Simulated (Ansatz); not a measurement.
Rows from a G0W0 calculation on Ga2S3 (alpha (ferroelectric) quintuple layer) (Ansatz 0.2.0; G0W0 on PBE, plane waves, PAW; PAW set soft_1; 6×6×1 mesh, 480 empty bands, screening to 65 eV, PAW set soft_1 files), in eV. Spin-orbit coupling is left out.

```
row                      k  band   start       Σx  Σc at the solution      Vxc
  A                      Γ    c2  -3.207  -10.362              -3.533  -14.760
  B                      Γ    c1  -4.475  -10.227              -3.261  -14.320
  C  (0.000, 0.167, 0.000)    c2  -2.725   -9.972              -3.686  -14.524
  D  (0.000, 0.167, 0.000)    c1  -3.570  -10.620              -3.489  -15.036
  E  (0.000, 0.167, 0.000)    v1  -6.120  -18.681               2.083  -16.061
  F                      Γ    v1  -6.318  -18.719               2.170  -15.987
```

Work out each quasiparticle level and how far it moved.

The quasiparticle equation reads E = start + Σx + Σc(E) − Vxc.

```
row  E (eV)  shift (eV)
  A  -2.342      +0.865
  B  -3.643      +0.832
  C  -1.860      +0.865
  D  -2.643      +0.927
  E  -6.658      −0.538
  F  -6.880      −0.562
```

The gap over the computed points goes from 1.65 eV to 3.02 eV.

Limits: not at the basis limit; coarse mesh for a sheet; no spin-orbit coupling.

[Paths, hosts, dates, memory and timing lines, banners, echoed tables and standing remarks are left out of the program output.]

[Logs are printed without paths, hosts, clocks, repeated set-up lines and the standing remarks that a program may print on its own settings, such as how far it seeks lower states.]

[Runs of the session that timed out or met a known fault of the program may be left out.]

[Cells called generated may have been cut or substituted from an entry of the Crystallography Open Database or the Materials Project.]

[Hosts, paths, dates, database ids (printed as entryN), source tags and the programs' standing remarks are cut or masked in the printed files.]
